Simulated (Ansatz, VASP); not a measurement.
**Two plane-wave programs on ZnCu**

The input INCAR:

```
  PREC = Accurate
  ENCUT = 520
  EDIFF = 1E-6
  ISMEAR = 0
  SIGMA = 0.1
  LREAL = False
  LASPH = True
  NELM = 100
  ALGO = Normal
  ISIF = 2
  LWAVE = False
  LCHARG = False
  GGA = PE
  NBANDS = 18
```

Contents of KPOINTS:

```
regular mesh
0
Gamma
  6 6 6
```

The input POSCAR:

```
ZnCu
1.0
    2.9205539200      0.0000000000      0.0000000000
    0.0000000000      2.9205539200      0.0000000000
    0.0000000000      0.0000000000      2.9205539200
Zn Cu
1 1
Direct
    0.5000000000      0.5000000000      0.5000000000
    0.0000000000      0.0000000000      0.0000000000
```

Input for Ansatz:

```yaml
crystal:
  lattice:
    - [2.92055392, 0.0, 0.0]
    - [0.0, 2.92055392, 0.0]
    - [0.0, 0.0, 2.92055392]
  atoms:
    - { symbol: Zn, position: [0.5, 0.5, 0.5] }
    - { symbol: Cu, position: [0.0, 0.0, 0.0] }
basis:
  ecutwfc: 420
kpoints:
  mp_grid: { grid: [6, 6, 6] }
hamiltonian:
  xc: pbe
scf:
  occupations: { method: gaussian, width: 0.1 }
output:
  forces: true
  stress: true
  eigenvalues: true
```

The cell comes from a database or a generator and needn't be the stable form of this composition.

Alike in both runs: task single point; functional PBE; k mesh 6 × 6 × 6; occupations gaussian, width 0.1 eV; no spin polarisation.

|  | VASP | Ansatz |
| --- | --- | --- |
| version | VASP 6.6.1 | Ansatz 0.2.0 |
| potentials or method | VASP PAW PBE potentials, release 64 (Zn, Cu) | scalar-relativistic, plane waves, PAW |
| plane-wave cutoff (eV) | 520 | 420 |
| valence electrons in the cell | 23 | 31 |

|  | VASP | Ansatz | Ansatz less VASP |
| --- | --- | --- | --- |
| gap on the k mesh at the Fermi level (eV) | none | none | - |
| pressure (GPa) | 6.7 | 6.2 | -0.56 |

A gap of «none» marks a metal or a gap that the smearing closes. With one functional, cell and mesh, what is left measures potentials, basis and numerics. The two sets of potentials don't hold the same shells in valence.
